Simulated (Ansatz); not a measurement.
Runs of Ansatz 0.2.0 on InP. Symmetry: Fm-3m, No. 225, cubic system. Conventional cell: a = 5.538 Å, b = 5.538 Å, c = 5.538 Å, α = 90.00°, β = 90.00°, γ = 90.00°. In (site symmetry m-3m) is surrounded by 6 P at 2.77 Å. P (site symmetry m-3m) has 6 In at 2.77 Å as nearest neighbours. Measurements of this composition are mostly on another form, of space group No. 216.

```csv
task,level,spin,cell,k mesh,points for each segment of the path,gap on the mesh (eV),pressure (GPa)
band structure,PBEsol,"SOC, no magnetisation",as given,6 × 6 × 6,14,none,(a)
band structure,revPBE,off,as given,8 × 8 × 8,14,none,1.3
relaxation of cell and atoms,RPBE,off,relaxed,8 × 8 × 8,-,none,0.0
band structure,RPBE,off,as given,8 × 8 × 8,14,none,1.8
```

Alike in all rows: potentials or basis Ansatz PAW; cutoff (eV) 420; smearing fermi-dirac 0.05 eV.

**Question.** Fill in the values left out.

**Answer.** (a) -3.2.

Caveats: the PAW data sets come from PBE, with cores solved anew for the run's functional, which leaves a small shift of forces and pressure; spin-orbit coupling is left out, which moves the levels of the heavy elements (some runs); the plane-wave basis is chosen anew once the cell has moved, so the energies of steps on either side of that aren't comparable (some runs).

A k mesh can miss the band edges, and rows without SOC leave out spin-orbit coupling on In.

A gap of «none» marks a metal or a gap under the smearing width.
